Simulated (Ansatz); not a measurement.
## C under changes of volume

One of the cells (5.672 Å³/atom); the others are scaled copies at fixed shape and fractional positions:

```
CELL_PARAMETERS angstrom
2.52210 0.00000 0.00000
-1.26105 2.18420 0.00000
0.00000 0.00000 8.23710
ATOMIC_POSITIONS crystal
C 0.66667 0.33333 0.84375
C 0.33333 0.66667 0.34375
C 0.66667 0.33333 0.65625
C 0.33333 0.66667 0.15625
C 0.00000 0.00000 0.90625
C 0.00000 0.00000 0.40625
C 0.00000 0.00000 0.59375
C 0.00000 0.00000 0.09375
```

This is a hexagonal form of diamond, not graphite.

| Quantity | Value |
| --- | --- |
| Program | Ansatz 0.2.0 |
| Functional | PBE |
| Potentials or basis | SSSP efficiency PAW |
| Cutoff | 612 eV |
| Density cutoff | 6123 eV |
| k mesh | 12 × 12 × 4 |
| Occupations | fermi-dirac, width 0.05 eV |
| Spin | no spin polarisation |

```csv
volume (Å³/atom),energy over the lowest point (meV/atom),pressure (GPa),gap on the mesh (eV),largest force (eV/Å)
5.332,37.02,33.6,4.58,0.370
5.445,17.30,22.3,4.53,0.356
5.559,5.19,12.1,4.48,0.342
5.672,0.00,2.7,4.43,0.329
5.785,1.11,-5.7,4.38,0.317
5.899,7.96,-13.5,4.33,0.305
6.012,?,?,?,?
```

Task: What does the run at 6.012 Å³/atom give?

Result: Energy over the lowest point 20.03 meV/atom; pressure -20.5 GPa; gap on the mesh 4.29 eV; largest force 0.294 eV/Å.

Worked out: A Birch-Murnaghan fit of order 3 (a polynomial in V^(-2/3)) to the other rows has its minimum at 5.71 Å³/atom with B0 = V·E''(V) = 433 GPa and B' = 3.9 at fixed shape and positions, which overstates the stiffness. It gives 19.90 meV/atom at 6.012 Å³/atom, against the run's 20.03, and -dE/dV = -20.3 GPa, against -20.5. A straight line through the other rows of the gap, of slope -2.47 eV per unit of ln V, extrapolates to 4.28 eV, against the run's 4.29.

Energies are extrapolated to zero smearing.

A mesh can miss the band edges.
